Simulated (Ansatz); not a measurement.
**SiC (Moissanite 6H): equation of state with BLYP**

The system is SiC (Moissanite 6H).

```xyz
12
Lattice="3.0950 0.0000 0.0000 -1.5475 2.6803 0.0000 0.0000 0.0000 15.1700" Properties=species:S:1:pos:R:3 pbc="T T T"
Si    1.5475    0.8934    6.9524
Si    0.0000    1.7869   14.5374
Si    1.5475    0.8934   12.0101
Si    0.0000    1.7869    4.4251
Si    0.0000    0.0000    9.4812
Si    0.0000    0.0000    1.8962
C     1.5475    0.8934    5.0562
C     0.0000    1.7869   12.6412
C     1.5475    0.8934   10.1138
C     0.0000    1.7869    2.5288
C     0.0000    0.0000    7.5850
C     0.0000    0.0000    0.0000
```

```yaml
Program: Ansatz 0.2.0
Task: equation of state
Functional: BLYP
Potentials_or_basis: Ansatz PAW
Cutoff: 420 eV
Density_cutoff: 1680 eV
k_mesh: 10 × 10 × 2
Occupations: fermi-dirac, width 0.05 eV
Spin: no spin polarisation
```

```
Equilibrium volume                        : 10.73 Å³/atom
Bulk modulus at fixed shape and positions : 198 GPa
Pressure derivative of the bulk modulus   : 3.9
```

Energy against volume, from the lowest point:
```tsv
volume (Å³/atom)	energy (meV/atom)
9.858	50.38
10.068	28.07
10.277	12.66
10.487	3.48
10.697	0.00
10.907	1.65
11.116	7.97
```

All runs of the series together: 89 s on 2 threads of Intel(R) Xeon(R) Processor @ 2.50GHz (Skylake/Cascade Lake) (shared host).

Caveat: the potentials were made for another functional, which shifts forces and pressure; the cell was scaled at fixed shape and fractional positions, which overstates the stiffness of a crystal with free parameters, most of all of layers and chains.
